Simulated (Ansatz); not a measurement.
# MoS2 (R-3m): one cell, many starting occupations (series 2), part 1 of 2

Aim: start the open shells of MoS2 (R-3m) from different occupation matrices at one fixed cell, and see in which states the SCF ends. Cell and atoms stay fixed.

The COD entry's cell or inner coordinates are ideal or old and differ from later refinements, so a difference from it is no clean test against experiment.

Program: Ansatz 0.2.0. Level of theory: DFT LDA+U (U_eff = 2 eV on Mo d), plane waves, PAW. These are calculated values, not measurements.

## 1. The system as given

It takes space group R-3m (No. 166, trigonal). The conventional cell has a = 3.171 Å, b = 3.171 Å, c = 18.345 Å, α = 90.00°, β = 90.00°, γ = 120.00°. Mo (site symmetry -3m) is surrounded by 6 S at 2.39 Å. S (site symmetry 3m) has 3 Mo at 2.39 Å as nearest neighbours.

As a file:

```
CELL_PARAMETERS angstrom
1.58550 0.91539 6.11500
-1.58550 -0.91539 12.23000
0.00000 -3.66156 12.23000
ATOMIC_POSITIONS crystal
Mo 0.00000 0.00000 0.00000
S 0.75000 0.75000 0.00000
S 0.25000 0.25000 0.00000
Mo 0.00000 0.00000 0.50000
S 0.75000 0.75000 0.50000
S 0.25000 0.25000 0.50000
```

Magnetic order typed: antiferromagnetic, doubled cell 0 1/2 1/2.

The runs: random orbitals: single harmonics, second filling; random orbitals: fully mixed, first filling; random orbitals: single harmonics, first filling; random orbitals: fully mixed, one electron fewer; random orbitals: drawn by pairs, first filling.

An earlier series on this cell reached its lowest free state from «random orbitals: fully mixed, first filling», perhaps among other starts (it ended without moments).

## 2. Random orbitals: single harmonics, second filling

Contents of input.yaml:

```yaml
crystal:
  lattice:
    - [1.58550029, 0.91538902, 6.11499825]
    - [-1.58550029, -0.91538902, 12.2299965]
    - [0.0, -3.66155608, 12.2299965]
  atoms:
    - { symbol: Mo, position: [0.0, 0.0, 0.0], spin: 0.3 }
    - { symbol: S, position: [0.75, 0.75, 0.0] }
    - { symbol: S, position: [0.25, 0.25, 0.0] }
    - { symbol: Mo, position: [0.0, 0.0, 0.5], spin: -0.3 }
    - { symbol: S, position: [0.75, 0.75, 0.5] }
    - { symbol: S, position: [0.25, 0.25, 0.5] }
basis:
  ecutwfc: 420
  ecutrho_ratio: 4
kpoints:
  mp_grid: { grid: [7, 7, 7] }
hamiltonian:
  xc: lda
  hubbard:
    sites:
      - { site: 0, l: d, u_eff: 2.0, starting_ns: [{ spin: up, occupation_matrix: s0up }, { spin: down, occupation_matrix: s0down }] }
      - { site: 3, l: d, u_eff: 2.0, starting_ns: [{ spin: up, occupation_matrix: s3up }, { spin: down, occupation_matrix: s3down }] }
    occupation_matrices:
      s0up:
        matrix:
          - [0.02, 0.0, 0.0, 0.0, 0.0]
          - [0.0, 0.02, 0.0, 0.0, 0.0]
          - [0.0, 0.0, 0.97, 0.0, 0.0]
          - [0.0, 0.0, 0.0, 0.02, 0.0]
          - [0.0, 0.0, 0.0, 0.0, 0.02]
      s0down:
        matrix:
          - [0.02, 0.0, 0.0, 0.0, 0.0]
          - [0.0, 0.02, 0.0, 0.0, 0.0]
          - [0.0, 0.0, 0.02, 0.0, 0.0]
          - [0.0, 0.0, 0.0, 0.97, 0.0]
          - [0.0, 0.0, 0.0, 0.0, 0.02]
      s3up:
        matrix:
          - [0.02, 0.0, 0.0, 0.0, 0.0]
          - [0.0, 0.02, 0.0, 0.0, 0.0]
          - [0.0, 0.0, 0.02, 0.0, 0.0]
          - [0.0, 0.0, 0.0, 0.02, 0.0]
          - [0.0, 0.0, 0.0, 0.0, 0.97]
      s3down:
        matrix:
          - [0.97, 0.0, 0.0, 0.0, 0.0]
          - [0.0, 0.02, 0.0, 0.0, 0.0]
          - [0.0, 0.0, 0.02, 0.0, 0.0]
          - [0.0, 0.0, 0.0, 0.02, 0.0]
          - [0.0, 0.0, 0.0, 0.0, 0.02]
    ns_hold: { iters: 12 }
scf:
  occupations: { method: gaussian, width: 0.05 }
  lower_state_search: "off"
  max_iter: 150
output:
  forces: true
  stress: true
  eigenvalues: true
  populations: true
  hubbard: { sites: [{ site: 0, l: d }, { site: 3, l: d }] }
magnetization:
  spin_polarized: true
```

The typed matrices put 0.97 on the chosen orbitals and 0.02 on the others, and are held for 12 cycles.

Command:

```
$ ansatz run input.yaml --threads 4 --pin off --max-ram 6144MiB --backend cpu --events-out ev --progress --plain --runs-dir out
```

What it wrote, shortened:

```text
Warning: crystal.symmetry: narrowed to the stabiliser of the occupation matrices — unitary ops 4 → 2, anti-unitary 4 → 0; lowered by the specified shells (site 0, l: d), (site 3, l: d); largest admitted image defect 4.4e-16, smallest excluded 7.1e-1 — at a splitting's scale: the group the [...]
Warning: RAYON_NUM_THREADS=4 ignored (pool sized by the plan → 4); use --threads N
[...]
Mo: projections on atomic orbitals take those of the free atom [Ar 3d10] 4s2 4p6 4d5 5s1, of charge +0.00 (hamiltonian.pseudopotentials.projection_atoms); the dataset's partial waves leave at most 6.0e-6 of an orbital's norm unspanned inside its sphere
S: projections on atomic orbitals take those of the free atom [Ne] 3s2 3p4, of charge +0.00 (hamiltonian.pseudopotentials.projection_atoms); the dataset's partial waves leave at most 1.6e-7 of an orbital's norm unspanned inside its sphere
[...]
Pseudopotentials: kind: paw
Pseudopotential: Mo, paw, valence charge 14, recommended cutoff 420 eV (normal), Mo.paw.azcp
Pseudopotential: S, paw, valence charge 6, recommended cutoff 420 eV (normal), S.paw.azcp
Functional definition: SPW92
[...]
Crystal: 6 atoms, lattice volume = 106.500 Å³
Basis set: ecut = 420 eV, 2069 PW (Γ), FFT grids on a1, a2−a3, −2a1+a2
Bands: 33, of which v1, the nominal top of the filled ones, is band 26 counted from 1 (25 counted from 0)
Symmetry: 2 space group operations
k-points: 172 of 343
[...]
Starting moments: Σ|m| = 0.6 μB on 2 of 6 sites
[...]
SCF iter   1: F=—  HF=-13163.082725 eV  |F-HF|=—  |Δ(HF+E_count)|=         —  Δρ=5.20e-2 (↑5.19e-2 ↓5.20e-2)  dr2=1.84e1  dr2_m=1.42e-1  M=-0.093 μB ∫|m|=0.652 μB  β_m=0.30  ethr=3.10e-3  ⟨swp⟩=7.0  Hψ=51279  notcnv=0
[...]
spin=Collinear: Kerker preconditioning applied to the charge; magnetization (m = ρ↑ − ρ↓) channel mixes plain (no charge-response kernel on spin).
[...]
WARN: the starting moments were not kept: the SCF closed with an absolute magnetisation of 3.0e-5 μB, where they sum to 0.6 μB in size (2 sites). That is at most 0.1 of that sum. Measured as dr2_m measures the in/out step, that magnetisation stands 1.7e-10 eV from none, at or under the [...]
WARN: hamiltonian.hubbard: on 4 of 4 specified blocks the occupation matrix of this SCF's result fails the test of the specified filling. At site 0 ↑ (sites count from 0 in the list of atoms of the cell that this SCF solves) the least filled combination of the orbitals specified full has [...]
  P = ⅓ Tr σ = 0.0776 GPa (0.776 kbar)
--- Band table (eV; the first three rows and the last of 344) ---
[...]
Occupation matrices written to <dir>
--- Löwdin populations: 6 sites ---
  site symbol       q [e]    m [muB]
     0     Mo     13.6989    -0.0000
     1      S      6.0492     0.0000
     2      S      6.0492     0.0000
     3     Mo     13.6989     0.0000
     4      S      6.0492    -0.0000
     5      S      6.0492    -0.0000
  spilling = 0.007792 (of n_electrons = 52.000000)
--- Occupation matrices: 2 shells (run DFT+U table (all-electron-ortho-atomic); ε = 1.11e-3) ---
  Mo0 d_4D: site group D3d (-3m); on the run's cell C2h (2/m)
  Mo0 d_4D up     Tr n = 2.6014  λ = 0.465 0.467 0.543 0.561 0.564  [xy 0.51 Eg(1.00)/Ag(1.00) | x2-y2 0.48 Eg(1.00)/Bg(1.00) | z2 0.87 A1g(0.87)/Ag(1.00) | xz 0.43 Eg(0.87)/Ag(1.00) | yz 0.48 Eg(1.00)/Bg(1.00)]
  Mo0 d_4D dn     Tr n = 2.6014  λ = 0.465 0.467 0.543 0.561 0.564  [xy 0.51 Eg(1.00)/Ag(1.00) | x2-y2 0.48 Eg(1.00)/Bg(1.00) | z2 0.87 A1g(0.87)/Ag(1.00) | xz 0.43 Eg(0.87)/Ag(1.00) | yz 0.48 Eg(1.00)/Bg(1.00)]
  specified occupation → Mo0 d_4D up: matrix, ‖Δ‖_F = 1.0935, Tr Δ = -1.5514, displaced = 1.2184, d_λ = 1.0628; orbital distance = 1.0164
  specified occupation → Mo0 d_4D dn: matrix, ‖Δ‖_F = 1.1186, Tr Δ = -1.5514, displaced = 1.2475, d_λ = 1.0628; orbital distance = 1.2114
  Mo3 d_4D: site group D3d (-3m); on the run's cell C2h (2/m)
  Mo3 d_4D up     Tr n = 2.6014  λ = 0.465 0.467 0.543 0.561 0.564  [xy 0.51 Eg(1.00)/Ag(1.00) | x2-y2 0.48 Eg(1.00)/Bg(1.00) | z2 0.87 A1g(0.87)/Ag(1.00) | xz 0.43 Eg(0.87)/Ag(1.00) | yz 0.48 Eg(1.00)/Bg(1.00)]
  Mo3 d_4D dn     Tr n = 2.6014  λ = 0.465 0.467 0.543 0.561 0.564  [xy 0.51 Eg(1.00)/Ag(1.00) | x2-y2 0.48 Eg(1.00)/Bg(1.00) | z2 0.87 A1g(0.87)/Ag(1.00) | xz 0.43 Eg(0.87)/Ag(1.00) | yz 0.48 Eg(1.00)/Bg(1.00)]
  specified occupation → Mo3 d_4D up: matrix, ‖Δ‖_F = 1.1211, Tr Δ = -1.5514, displaced = 1.2504, d_λ = 1.0628; orbital distance = 1.3503
  specified occupation → Mo3 d_4D dn: matrix, ‖Δ‖_F = 1.0794, Tr Δ = -1.5514, displaced = 1.2001, d_λ = 1.0628; orbital distance = 1.4142
  Tr n, λ and their labels are of the run-group-symmetrised matrices; stabiliser: 16 of 16 elements of G0×{1,Θ} (closed), max defect 2.1e-5 at τ = 2.4e-4
```

Wall time 85 s (4 threads of Arm Neoverse V1, shared host); peak memory 1.4 GiB.

It ends with no gap, pressure 0.1 GPa, no moment over 0.05 μB in any sphere, largest force component 0.55 eV/Å, 2 symmetry operations imposed. The program reports that the typed filling wasn't kept.

How the shells are filled (orbitals counted by the eigenvalues of the occupation matrices):

```csv
shell,channel,electrons,over 0.8,0.2 to 0.8,under 0.2
Mo 4d (atom 1),up,2.60,0,5,0
Mo 4d (atom 1),down,2.60,0,5,0
```

## 3. Random orbitals: fully mixed, first filling

Contents of input.yaml:

```yaml
crystal:
  lattice:
    - [1.58550029, 0.91538902, 6.11499825]
    - [-1.58550029, -0.91538902, 12.2299965]
    - [0.0, -3.66155608, 12.2299965]
  atoms:
    - { symbol: Mo, position: [0.0, 0.0, 0.0], spin: 2.0 }
    - { symbol: S, position: [0.75, 0.75, 0.0] }
    - { symbol: S, position: [0.25, 0.25, 0.0] }
    - { symbol: Mo, position: [0.0, 0.0, 0.5], spin: -2.0 }
    - { symbol: S, position: [0.75, 0.75, 0.5] }
    - { symbol: S, position: [0.25, 0.25, 0.5] }
basis:
  ecutwfc: 420
  ecutrho_ratio: 4
kpoints:
  mp_grid: { grid: [7, 7, 7] }
hamiltonian:
  xc: lda
  hubbard:
    sites:
      - { site: 0, l: d, u_eff: 2.0, starting_ns: [{ spin: up, occupation_matrix: s0up }, { spin: down, occupation_matrix: s0down }] }
      - { site: 3, l: d, u_eff: 2.0, starting_ns: [{ spin: up, occupation_matrix: s3up }, { spin: down, occupation_matrix: s3down }] }
    occupation_matrices:
      s0up:
        matrix:
          - [0.35394, -0.24138, 0.315, 0.21488, 0.04539]
          - [-0.24138, 0.29933, -0.03298, -0.3477, 0.08419]
          - [0.315, -0.03298, 0.67876, -0.15457, 0.26011]
          - [0.21488, -0.3477, -0.15457, 0.51124, -0.18547]
          - [0.04539, 0.08419, 0.26011, -0.18547, 0.15673]
      s0down:
        matrix:
          - [0.02, 0.0, 0.0, 0.0, 0.0]
          - [0.0, 0.02, 0.0, 0.0, 0.0]
          - [0.0, 0.0, 0.02, 0.0, 0.0]
          - [0.0, 0.0, 0.0, 0.02, 0.0]
          - [0.0, 0.0, 0.0, 0.0, 0.02]
      s3up:
        matrix:
          - [0.02, 0.0, 0.0, 0.0, 0.0]
          - [0.0, 0.02, 0.0, 0.0, 0.0]
          - [0.0, 0.0, 0.02, 0.0, 0.0]
          - [0.0, 0.0, 0.0, 0.02, 0.0]
          - [0.0, 0.0, 0.0, 0.0, 0.02]
      s3down:
        matrix:
          - [0.35394, -0.24138, 0.315, 0.21488, 0.04539]
          - [-0.24138, 0.29933, -0.03298, -0.3477, 0.08419]
          - [0.315, -0.03298, 0.67876, -0.15457, 0.26011]
          - [0.21488, -0.3477, -0.15457, 0.51124, -0.18547]
          - [0.04539, 0.08419, 0.26011, -0.18547, 0.15673]
    ns_hold: { iters: 12 }
scf:
  occupations: { method: gaussian, width: 0.05 }
  lower_state_search: "off"
  max_iter: 150
output:
  forces: true
  stress: true
  eigenvalues: true
  populations: true
  hubbard: { sites: [{ site: 0, l: d }, { site: 3, l: d }] }
magnetization:
  spin_polarized: true
```

The typed matrices are held for 12 cycles.

Command:

```
$ ansatz run input.yaml --threads 4 --pin off --max-ram 6144MiB --backend cpu --events-out ev --progress --plain --runs-dir out
```

What it wrote, shortened:

```text
Warning: crystal.symmetry: narrowed to the stabiliser of the occupation matrices — unitary ops 4 → 2, anti-unitary 4 → 2; lowered by the specified shells (site 0, l: d), (site 3, l: d); largest admitted image defect 2.2e-16, smallest excluded 7.3e-1 — at a splitting's scale: the group the [...]
Warning: RAYON_NUM_THREADS=4 ignored (pool sized by the plan → 4); use --threads N
[...]
Mo: projections on atomic orbitals take those of the free atom [Ar 3d10] 4s2 4p6 4d5 5s1, of charge +0.00 (hamiltonian.pseudopotentials.projection_atoms); the dataset's partial waves leave at most 6.0e-6 of an orbital's norm unspanned inside its sphere
S: projections on atomic orbitals take those of the free atom [Ne] 3s2 3p4, of charge +0.00 (hamiltonian.pseudopotentials.projection_atoms); the dataset's partial waves leave at most 1.6e-7 of an orbital's norm unspanned inside its sphere
[...]
[... 4 set-up lines as earlier in the session ...]
[...]
Crystal: 6 atoms, lattice volume = 106.500 Å³
Basis set: ecut = 420 eV, 2069 PW (Γ), FFT grids on a1, a2−a3, −2a1+a2
[...]
WARN: the starting moments were not kept: the SCF closed with an absolute magnetisation of 2.2e-5 μB, where they sum to 4 μB in size (2 sites). That is at most 0.1 of that sum. Measured as dr2_m measures the in/out step, that magnetisation stands 1.0e-10 eV from none, at or under the [...]
WARN: hamiltonian.hubbard: on 4 of 4 specified blocks the occupation matrix of this SCF's result fails the test of the specified filling. At site 0 ↑ (sites count from 0 in the list of atoms of the cell that this SCF solves) the least filled combination of the orbitals specified full has [...]
  Mo0 d_4D up     Tr n = 2.6014  λ = 0.465 0.467 0.543 0.561 0.564  [xy 0.51 Eg(1.00)/Ag(1.00) | x2-y2 0.48 Eg(1.00)/Bg(1.00) | z2 0.87 A1g(0.87)/Ag(1.00) | xz 0.43 Eg(0.87)/Ag(1.00) | yz 0.48 Eg(1.00)/Bg(1.00)]
  Mo0 d_4D dn     Tr n = 2.6014  λ = 0.465 0.467 0.543 0.561 0.564  [xy 0.51 Eg(1.00)/Ag(1.00) | x2-y2 0.48 Eg(1.00)/Bg(1.00) | z2 0.87 A1g(0.87)/Ag(1.00) | xz 0.43 Eg(0.87)/Ag(1.00) | yz 0.48 Eg(1.00)/Bg(1.00)]
  specified occupation → Mo0 d_4D up: matrix, ‖Δ‖_F = 1.0821, Tr Δ = -0.6014, displaced = 1.2057, d_λ = 1.0023; orbital distance = 1.5565
  specified occupation → Mo0 d_4D dn: matrix, ‖Δ‖_F = 1.1231, Tr Δ = -2.5014, displaced = 1.2507, d_λ = 1.1231; orbital distance = 0.0000
  Mo3 d_4D: site group D3d (-3m); on the run's cell C2h (2/m)
  Mo3 d_4D up     Tr n = 2.6014  λ = 0.465 0.467 0.543 0.561 0.564  [xy 0.51 Eg(1.00)/Ag(1.00) | x2-y2 0.48 Eg(1.00)/Bg(1.00) | z2 0.87 A1g(0.87)/Ag(1.00) | xz 0.43 Eg(0.87)/Ag(1.00) | yz 0.48 Eg(1.00)/Bg(1.00)]
  Mo3 d_4D dn     Tr n = 2.6014  λ = 0.465 0.467 0.543 0.561 0.564  [xy 0.51 Eg(1.00)/Ag(1.00) | x2-y2 0.48 Eg(1.00)/Bg(1.00) | z2 0.87 A1g(0.87)/Ag(1.00) | xz 0.43 Eg(0.87)/Ag(1.00) | yz 0.48 Eg(1.00)/Bg(1.00)]
  specified occupation → Mo3 d_4D up: matrix, ‖Δ‖_F = 1.1231, Tr Δ = -2.5014, displaced = 1.2507, d_λ = 1.1231; orbital distance = 0.0000
  specified occupation → Mo3 d_4D dn: matrix, ‖Δ‖_F = 1.0821, Tr Δ = -0.6014, displaced = 1.2057, d_λ = 1.0023; orbital distance = 1.5565
  Tr n, λ and their labels are of the run-group-symmetrised matrices; stabiliser: 16 of 16 elements of G0×{1,Θ} (closed), max defect 1.3e-5 at τ = 1.5e-4
```

It took 48 s on 4 threads of Arm Neoverse V1, shared host; peak memory 1.3 GiB.

Result: no gap, pressure 0.1 GPa, no moment over 0.05 μB in any sphere, largest force component 0.55 eV/Å, 2 symmetry operations imposed. The program reports that the typed filling wasn't kept.

How the shells are filled (orbitals counted by the eigenvalues of the occupation matrices):

```csv
shell,channel,electrons,over 0.8,0.2 to 0.8,under 0.2
Mo 4d (atom 1),up,2.60,0,5,0
Mo 4d (atom 1),down,2.60,0,5,0
```

## 4. Random orbitals: single harmonics, first filling

Changes to input.yaml since step 3:

```diff
@@ -26,7 +26,7 @@
         matrix:
-          - [0.35394, -0.24138, 0.315, 0.21488, 0.04539]
-          - [-0.24138, 0.29933, -0.03298, -0.3477, 0.08419]
-          - [0.315, -0.03298, 0.67876, -0.15457, 0.26011]
-          - [0.21488, -0.3477, -0.15457, 0.51124, -0.18547]
-          - [0.04539, 0.08419, 0.26011, -0.18547, 0.15673]
+          - [0.02, 0.0, 0.0, 0.0, 0.0]
+          - [0.0, 0.02, 0.0, 0.0, 0.0]
+          - [0.0, 0.0, 0.97, 0.0, 0.0]
+          - [0.0, 0.0, 0.0, 0.97, 0.0]
+          - [0.0, 0.0, 0.0, 0.0, 0.02]
       s0down:
@@ -47,8 +47,8 @@
         matrix:
-          - [0.35394, -0.24138, 0.315, 0.21488, 0.04539]
-          - [-0.24138, 0.29933, -0.03298, -0.3477, 0.08419]
-          - [0.315, -0.03298, 0.67876, -0.15457, 0.26011]
-          - [0.21488, -0.3477, -0.15457, 0.51124, -0.18547]
-          - [0.04539, 0.08419, 0.26011, -0.18547, 0.15673]
-    ns_hold: { iters: 12 }
+          - [0.02, 0.0, 0.0, 0.0, 0.0]
+          - [0.0, 0.02, 0.0, 0.0, 0.0]
+          - [0.0, 0.0, 0.97, 0.0, 0.0]
+          - [0.0, 0.0, 0.0, 0.02, 0.0]
+          - [0.0, 0.0, 0.0, 0.0, 0.97]
+    ns_hold: until_converged
 scf:
```

The typed matrices put 0.97 on the chosen orbitals and 0.02 on the others, and are held until the SCF converges, then released.

Command:

```
$ ansatz run input.yaml --threads 4 --pin off --max-ram 6144MiB --backend cpu --events-out ev --progress --plain --runs-dir out
```

What it wrote, shortened:

```text
Warning: crystal.symmetry: narrowed to the stabiliser of the occupation matrices — unitary ops 4 → 2, anti-unitary 4 → 0; lowered by the specified shells (site 0, l: d), (site 3, l: d); largest admitted image defect 4.4e-16, smallest excluded 7.1e-1 — at a splitting's scale: the group the [...]
Warning: RAYON_NUM_THREADS=4 ignored (pool sized by the plan → 4); use --threads N
[...]
Mo: projections on atomic orbitals take those of the free atom [Ar 3d10] 4s2 4p6 4d5 5s1, of charge +0.00 (hamiltonian.pseudopotentials.projection_atoms); the dataset's partial waves leave at most 6.0e-6 of an orbital's norm unspanned inside its sphere
S: projections on atomic orbitals take those of the free atom [Ne] 3s2 3p4, of charge +0.00 (hamiltonian.pseudopotentials.projection_atoms); the dataset's partial waves leave at most 1.6e-7 of an orbital's norm unspanned inside its sphere
[...]
[... 4 set-up lines as earlier in the session ...]
[...]
Crystal: 6 atoms, lattice volume = 106.500 Å³
Basis set: ecut = 420 eV, 2069 PW (Γ), FFT grids on a1, a2−a3, −2a1+a2
[...]
WARN: the starting moments were not kept: the SCF closed with an absolute magnetisation of 1.2e-5 μB, where they sum to 4 μB in size (2 sites). That is at most 0.1 of that sum. Measured as dr2_m measures the in/out step, that magnetisation stands 3.1e-11 eV from none, at or under the [...]
WARN: hamiltonian.hubbard: on 4 of 4 specified blocks the occupation matrix of this SCF's result fails the test of the specified filling. At site 0 ↑ (sites count from 0 in the list of atoms of the cell that this SCF solves) the least filled combination of the orbitals specified full has [...]
  Mo0 d_4D up     Tr n = 2.6014  λ = 0.465 0.467 0.543 0.561 0.564  [xy 0.51 Eg(1.00)/Ag(1.00) | x2-y2 0.48 Eg(1.00)/Bg(1.00) | z2 0.87 A1g(0.87)/Ag(1.00) | xz 0.43 Eg(0.87)/Ag(1.00) | yz 0.48 Eg(1.00)/Bg(1.00)]
  Mo0 d_4D dn     Tr n = 2.6014  λ = 0.465 0.467 0.543 0.561 0.564  [xy 0.51 Eg(1.00)/Ag(1.00) | x2-y2 0.48 Eg(1.00)/Bg(1.00) | z2 0.87 A1g(0.87)/Ag(1.00) | xz 0.43 Eg(0.87)/Ag(1.00) | yz 0.48 Eg(1.00)/Bg(1.00)]
  specified occupation → Mo0 d_4D up: matrix, ‖Δ‖_F = 1.0889, Tr Δ = -0.6014, displaced = 1.2109, d_λ = 1.0023; orbital distance = 1.4370
  specified occupation → Mo0 d_4D dn: matrix, ‖Δ‖_F = 1.1231, Tr Δ = -2.5014, displaced = 1.2507, d_λ = 1.1231; orbital distance = 0.0000
  Mo3 d_4D: site group D3d (-3m); on the run's cell C2h (2/m)
  Mo3 d_4D up     Tr n = 2.6014  λ = 0.465 0.467 0.543 0.561 0.564  [xy 0.51 Eg(1.00)/Ag(1.00) | x2-y2 0.48 Eg(1.00)/Bg(1.00) | z2 0.87 A1g(0.87)/Ag(1.00) | xz 0.43 Eg(0.87)/Ag(1.00) | yz 0.48 Eg(1.00)/Bg(1.00)]
  Mo3 d_4D dn     Tr n = 2.6014  λ = 0.465 0.467 0.543 0.561 0.564  [xy 0.51 Eg(1.00)/Ag(1.00) | x2-y2 0.48 Eg(1.00)/Bg(1.00) | z2 0.87 A1g(0.87)/Ag(1.00) | xz 0.43 Eg(0.87)/Ag(1.00) | yz 0.48 Eg(1.00)/Bg(1.00)]
  specified occupation → Mo3 d_4D up: matrix, ‖Δ‖_F = 1.1231, Tr Δ = -2.5014, displaced = 1.2507, d_λ = 1.1231; orbital distance = 0.0000
  specified occupation → Mo3 d_4D dn: matrix, ‖Δ‖_F = 1.0915, Tr Δ = -0.6014, displaced = 1.2181, d_λ = 1.0023; orbital distance = 1.4582
  Tr n, λ and their labels are of the run-group-symmetrised matrices; stabiliser: 16 of 16 elements of G0×{1,Θ} (closed), max defect 9.0e-6 at τ = 1.4e-4
```

Run time: 94 s. Hardware: 4 threads of Arm Neoverse V1, shared host; peak memory 1.3 GiB.

End state: no gap, pressure 0.1 GPa, no moment over 0.05 μB in any sphere, largest force component 0.55 eV/Å, 2 symmetry operations imposed. The program reports that the typed filling wasn't kept.

The shells' filling, with natural orbitals sorted by occupation:

```csv
shell,channel,electrons,over 0.8,0.2 to 0.8,under 0.2
Mo 4d (atom 1),up,2.60,0,5,0
Mo 4d (atom 1),down,2.60,0,5,0
```

(Continued in part 2 of 2.)
